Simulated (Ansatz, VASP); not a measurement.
**Pd: VASP beside Ansatz**

INCAR

```
SYSTEM = Pd
PREC = Accurate
ENCUT = 520
EDIFF = 1E-6
ISMEAR = 0
SIGMA = 0.15
LREAL = .False.
LASPH = .True.
NELM = 80
ALGO = Normal
ISIF = 2
LWAVE = .False.
LCHARG = .False.
NBANDS = 11
```

Contents of KPOINTS:

```
Automatic mesh
0
Gamma
  20 20 20
  0 0 0
```

POSCAR

```
Pd
1.0
    0.0000000000      1.7893080000      2.1004920000
    1.7893080000      0.0000000000      2.1004920000
    1.7893080000      1.7893080000      0.0000000000
Pd
1
Direct
    0.0000000000      0.0000000000      0.0000000000
```

Input for Ansatz:

```yaml
crystal:
  lattice:
    - [0.0, 1.789308, 2.100492]
    - [1.789308, 0.0, 2.100492]
    - [1.789308, 1.789308, 0.0]
  atoms:
    - { symbol: Pd, position: [0.0, 0.0, 0.0] }
basis:
  ecutwfc: 420
kpoints:
  mp_grid: { grid: [20, 20, 20] }
hamiltonian:
  xc: lda
scf:
  occupations: { method: gaussian, width: 0.15 }
output:
  forces: true
  stress: true
  eigenvalues: true
```

Change from the starting cell: strain -0.080 along x and y, +0.080 along z, atoms carried along.

Alike in both runs: task single point; functional LDA; k mesh 20 × 20 × 20; occupations gaussian, width 0.15 eV; no spin polarisation.

|  | VASP | Ansatz |
| --- | --- | --- |
| version | VASP 6.6.1 | Ansatz 0.2.0 |
| potentials or method | VASP PAW LDA potentials, release 64 (Pd) | scalar-relativistic, plane waves, PAW |
| plane-wave cutoff (eV) | 520 | 420 |
| valence electrons in the cell | 10 | 18 |

```csv
,VASP,Ansatz,Ansatz less VASP
gap on the k mesh at the Fermi level (eV),none,none,-
pressure (GPa),16.5,16.2,-0.25
largest component of the traceless stress (GPa),14.61,14.79,+0.182
```

A gap of «none» marks a metal or a gap that the smearing closes. The two sets of potentials don't hold the same shells in valence.

Caveats: so large a pressure means that the cell lies far from this level's equilibrium, or that cutoff or potentials fall short (VASP).
